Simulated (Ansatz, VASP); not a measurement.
**Mg: VASP beside Ansatz**

Contents of INCAR:

```
ALGO     = Normal         # electronic algorithm
EDIFF    = 1E-6           # SCF threshold, eV
ENCUT    = 520            # plane-wave cutoff, eV
GGA      = PE             # functional
ISIF     = 2              # what is computed and relaxed
ISMEAR   = 0              # smearing method
LASPH    = T              # aspherical terms in the spheres
LCHARG   = F              # write CHGCAR
LREAL    = F              # projectors in reciprocal space
LWAVE    = F              # write WAVECAR
NBANDS   = 7              # bands
NELM     = 80             # most SCF steps
PREC     = Accurate       # precision mode
SIGMA    = 0.15           # smearing width, eV
```

File KPOINTS:

```
k-points
0
Gamma
  20 20 20
```

Contents of POSCAR:

```
Mg
1.0
   -1.6962324254      1.6962324254      1.8899421684
    1.6962324254     -1.6962324254      1.8899421684
    1.6962324254      1.6962324254     -1.8899421684
Mg
1
Direct
    0.0000000000      0.0000000000      0.0000000000
```

Input for Ansatz:

```yaml
crystal:
  lattice:
    - [-1.6962324254, 1.6962324254, 1.8899421684]
    - [1.6962324254, -1.6962324254, 1.8899421684]
    - [1.6962324254, 1.6962324254, -1.8899421684]
  atoms:
    - { symbol: Mg, position: [0.0, 0.0, 0.0] }
basis:
  ecutwfc: 520.0
kpoints:
  mp_grid: { grid: [20, 20, 20] }
hamiltonian:
  xc: pbe
  pseudopotentials: { kind: paw }
scf:
  occupations: { method: gaussian, width: 0.15 }
output:
  forces: true
  stress: true
  eigenvalues: true
```

Alike in both runs: task single point; functional PBE; k mesh 20 × 20 × 20; occupations gaussian, width 0.15 eV; no spin polarisation.

|  | VASP | Ansatz |
| --- | --- | --- |
| version | VASP 6.6.1 | Ansatz 0.2.0 |
| potentials or method | VASP PAW PBE potentials, release 64 (Mg) | scalar-relativistic, plane waves, PAW |
| plane-wave cutoff (eV) | 520 | 520 |
| valence electrons in the cell | 2 | 10 |

```csv
,VASP,Ansatz,Ansatz less VASP
gap on the k mesh at the Fermi level (eV),none,none,-
pressure (GPa),2.0,2.2,+0.12
largest component of the traceless stress (GPa),0.40,0.40,-0.003
```

A gap of «none» marks a metal or a gap that the smearing closes. The two sets of potentials don't hold the same shells in valence.
